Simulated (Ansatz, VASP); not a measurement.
**MgB2: VASP beside Ansatz**

```xyz
3
Lattice="3.0782 0.0000 0.0000 -1.5391 2.6658 0.0000 0.0000 0.0000 3.5136" Properties=species:S:1:pos:R:3 pbc="T T T"
Mg    0.0000    0.0000    0.0000
B     0.0000    1.7772    1.7568
B     1.5391    0.8886    1.7568
```

Alike in both runs: functional PBE; k mesh 12 × 12 × 10; occupations gaussian, width 0.05 eV; no spin polarisation.

Ansatz relaxed the structure, and its values are those at the end. VASP's run is a single point on that final structure, the one shown.

|  | VASP | Ansatz |
| --- | --- | --- |
| version | VASP 6.6.1 | Ansatz 0.2.0 |
| potentials or method | VASP PAW PBE potentials, release 64 (Mg, B) | scalar-relativistic, plane waves, PAW |
| plane-wave cutoff (eV) | 520 | 420 |
| valence electrons in the cell | 8 | 16 |

```csv
,VASP,Ansatz,Ansatz less VASP
gap on the k mesh at the Fermi level (eV),none,none,-
pressure (GPa),-0.3,0.0,+0.25
```

A gap of «none» marks a metal or a gap that the smearing closes. The functional is the same, so the differences come from potentials, cutoffs and numerics. The two sets of potentials don't hold the same shells in valence.
